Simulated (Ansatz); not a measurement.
The system is NaCl.

```
CELL_PARAMETERS angstrom
3.50219 0.00000 0.00000
0.00000 3.50219 0.00000
0.00000 0.00000 3.50219
ATOMIC_POSITIONS crystal
Cl 0.50000 0.50000 0.50000
Na 0.00000 0.00000 0.00000
```

Measurements of this composition are mostly on another form, of space group No. 225.

| Item | Value |
| --- | --- |
| Program | Ansatz 0.2.0 |
| Task | relaxation of cell and atoms |
| Functional | PBEsol |
| Dispersion | D4 |
| Potentials or basis | Ansatz PAW |
| Cutoff | 420 eV (not typed: the program's choice for these potentials) |
| k mesh | 8 × 8 × 8 |
| Occupations | fermi-dirac, width 0.05 eV |
| Spin | no spin polarisation |

At the start: volume 21.48 Å³/atom.

**Question.** How do energy, volume and symmetry change on relaxing?

**Answer.** It ends after 5 steps and the volume is 20.12 Å³/atom (-6.3 %); space group Pm-3m (No. 221, to 0.05 Å).

Step by step:
```
step  energy change (eV)  largest force (eV/Å)  volume (Å³)
   1              0.0000                0.0000        42.96
   2             -0.0122                0.0000        41.39
   3             -0.0150                0.0000        40.11
   4             -0.0150                0.0000        40.25
   5             -0.0150                0.0000        40.25
```

Final structure:
```
CELL_PARAMETERS angstrom
3.42699 0.00000 0.00000
0.00000 3.42699 0.00000
0.00000 0.00000 3.42699
ATOMIC_POSITIONS crystal
Cl 0.50000 0.50000 0.50000
Na 0.00000 0.00000 0.00000
```

Caveat: the plane-wave basis is chosen anew once the cell has moved, so the energies of steps on either side of that aren't comparable; the PAW data sets come from PBE, with cores solved anew for the run's functional, which leaves a small shift of forces and pressure.
